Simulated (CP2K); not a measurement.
**Nb in CP2K: convergence with k mesh**

Crystal: Nb.

```
Nb
1.0
     2.71536    0.00000    0.00000
    -0.70730    3.27949    0.00000
    -0.90173   -1.94425    1.98739
Nb
1
Cartesian
  -0.0431 0.0477 0.0027
```

The cell isn't the ideal one: cell strained at random at fixed volume.

```yaml
Program: CP2K 2026.2
Task: single point
Functional: PBE
Potentials_or_basis: GTH_POTENTIALS Nb GTH-PBE-q13; DZVP-MOLOPT-SR-GTH basis
Density_cutoff: 6123 eV
k_mesh: 3 × 3 × 4
Occupations: fermi-dirac, width 0.1 eV
Spin: no spin polarisation
```

These are the settings of the first run; the series varies k mesh, with any setting tied to it.

Hardware: 1 thread of Arm Neoverse V2 (shared host).

Q: The values tried are 3 × 3 × 4, 5 × 4 × 5, 6 × 5 × 6, 7 × 6 × 8, 8 × 8 × 9, 10 × 9 × 11, 12 × 11 × 13, 15 × 14 × 16, loosest first. From which on does the pressure stay within 0.1 GPa of the tightest run that finished?

A: From 10 × 9 × 11 on.

| k mesh | energy less the tightest run, at zero smearing (meV/atom) | pressure (GPa) | SCF cycles | CPU time (s) | peak memory (GiB) |
| --- | --- | --- | --- | --- | --- |
| 3 × 3 × 4 | 76.40 | 11.12 | 11 | 50 | 0.26 |
| 5 × 4 × 5 | 41.06 | 11.99 | 11 | 54 | 0.26 |
| 6 × 5 × 6 | -2.82 | 10.70 | 11 | 59 | 0.26 |
| 7 × 6 × 8 | -6.43 | 11.03 | 11 | 69 | 0.27 |
| 8 × 8 × 9 | 3.43 | 11.66 | 11 | 82 | 0.27 |
| 10 × 9 × 11 | 5.42 | 11.15 | 11 | 110 | 0.28 |
| 12 × 11 × 13 | -3.00 | 11.04 | 11 | 150 | 0.3 |
| 15 × 14 × 16 | 0.00 | 11.10 | 11 | 240 | 0.34 |

Not settled before the last step: the energy (to 1 meV/atom). Meshes of other sizes hit other points, so gaps and Fermi surfaces needn't settle smoothly. The tightest run that finished is the yardstick and may itself not be fully converged.

Caveat, for the tightest run too: the basis of atomic orbitals isn't converged, which shifts pressures, moduli and gaps.
